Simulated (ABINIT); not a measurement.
Wanted: the native input for an ABINIT 10.8.3 (patched build) run.

```
Task                                            : equation of state
Functional                                      : WC
Potentials or basis                             : JTH PAW PBE v2.0
Cutoff                                          : 408 eV
k mesh                                          : 8 × 8 × 8
Occupations                                     : fermi-dirac, width 0.05 eV
Spin                                            : no spin polarisation
Fine-grid cutoff                                : 816.342 eV
Exchange and correlation inside the PAW spheres : full angular mesh (pawxcdev 0, this build's default; the released program takes 1)
```

SnSe:

```xyz
2
Lattice="0.0000 3.0100 3.0100 3.0100 0.0000 3.0100 3.0100 3.0100 0.0000" Properties=species:S:1:pos:R:3 pbc="T T T"
Sn    0.0000    0.0000    0.0000
Se    3.0100    3.0100    3.0100
```

Measurements of this composition are mostly on another form, of space group No. 62.

These files were run (other wordings do the same):

run.abi

```
ndtset 7
getwfk -1
scalecart1 3*0.9795861087
scalecart2 3*0.9864848297
scalecart3 3*0.9932883884
scalecart4 3*1.0000000000
scalecart5 3*1.0066227096
scalecart6 3*1.0131594038
scalecart7 3*1.0196128224

pp_dirpath "./"
pseudos "Sn.GGA_PBE-JTH.xml, Se.GGA_PBE-JTH.xml"

acell 3*1.0
rprim
     0.0000000000     5.6880756351     5.6880756351
     5.6880756351     0.0000000000     5.6880756351
     5.6880756351     5.6880756351     0.0000000000
ntypat 2
znucl 50 34
natom 2
typat 1 2
xred
     0.0000000000     0.0000000000     0.0000000000
     0.5000000000     0.5000000000     0.5000000000

ecut 15.0
pawecutdg 30.0

kptopt 1
ngkpt 8 8 8
nshiftk 1
shiftk 0.0 0.0 0.0

ixc 23

nband 14
occopt 3
tsmear 0.05 eV

nstep 100
tolvrs 1.0e-9

iomode 3
prtwf 1
prtden 0
prteig 0
prtebands 0
enunit 1
```

Potentials or basis: JTH PAW PBE v2.0.

Run with:

```console
$ abinit run.abi > log 2>&1
```

It gave:

```
Equilibrium volume                      : 26.33 Å³/atom
Bulk modulus                            : 56 GPa
Pressure derivative of the bulk modulus : 4.0 (rough: it moves with the points fitted)
```

Caveat: the cutoff is too short for stress, so the log's stress isn't used; pressures at fixed basis lie under the slope of the energies; the PAW data sets were made with another functional, which shifts forces and pressure a little.

Wall time 82 s on 1 thread of Arm Neoverse V1 (shared host), peak memory 0.14 GiB.
